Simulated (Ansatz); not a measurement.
**SiC (F-43m), zone-centre modes**

All numbers below come from DFT r2SCAN, scalar-relativistic, plane waves, PAW (Ansatz 0.2.0). Settings: plane waves to 500 eV, k-mesh 12×12×10 (Γ-centred), Gaussian smearing 0.05 eV. No spin polarisation.

The undisturbed cell (relaxed at this level):

```xyz
4
Lattice="0.0000 -2.1781 -2.1781 -2.1781 0.0000 -2.1781 2.1781 2.1781 -4.3563" Properties=species:S:1:pos:R:3 pbc="T T T"
Si    0.0000    0.0000    0.0000
Si    0.0000    0.0000   -4.3563
C     1.0891    1.0891   -5.4454
C    -1.0891   -1.0891   -5.4454
```

Harmonic modes by finite displacements of 0.02 Å, without the LO–TO term. The cell doubles the primitive one, so its zone centre also holds the primitive cell's point q = (0, 0, 1/2).

At this geometry, is the structure stable against these modes?

Yes: no mode is imaginary beyond 10 cm⁻¹, and only the three translations lie near zero.

List the wavenumbers in cm⁻¹.

0, 0, 0, 272, 272, 622, 770, 770, 798, 798, 798, 844.

Cost: 1 run of about 3.5 core-minutes, on Intel Xeon 6975P-C (Granite Rapids) (shared hosts).